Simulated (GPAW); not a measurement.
Crystal: NaF (Villiaumite).

```
CELL_PARAMETERS angstrom
0.00000 2.32000 2.32000
2.32000 0.00000 2.32000
2.32000 2.32000 0.00000
ATOMIC_POSITIONS crystal
Na 0.00000 0.00000 0.00000
F 0.50000 0.50000 0.50000
```

Base run:

| Item | Value |
| --- | --- |
| Program | GPAW 26.7.0 |
| Functional | r2SCAN |
| Potentials or basis | GPAW PAW data sets (gpaw-data 1.2.1) |
| Cutoff | 800 eV |
| Basis | pw |
| k mesh | 10 × 10 × 10 |
| Occupations | fermi-dirac, width 0.05 eV |
| Spin | no spin polarisation |

Its results: band gap on the k mesh 7.11 eV, direct; pressure -2.4 GPa.

The run is repeated on the same cell with these changes: functional from r2SCAN to SCAN. What comes out?

Band gap on the k mesh 7.00 eV, direct; pressure -3.0 GPa.

Caveats: the PAW data sets were made with another functional, which shifts forces and pressure a little.
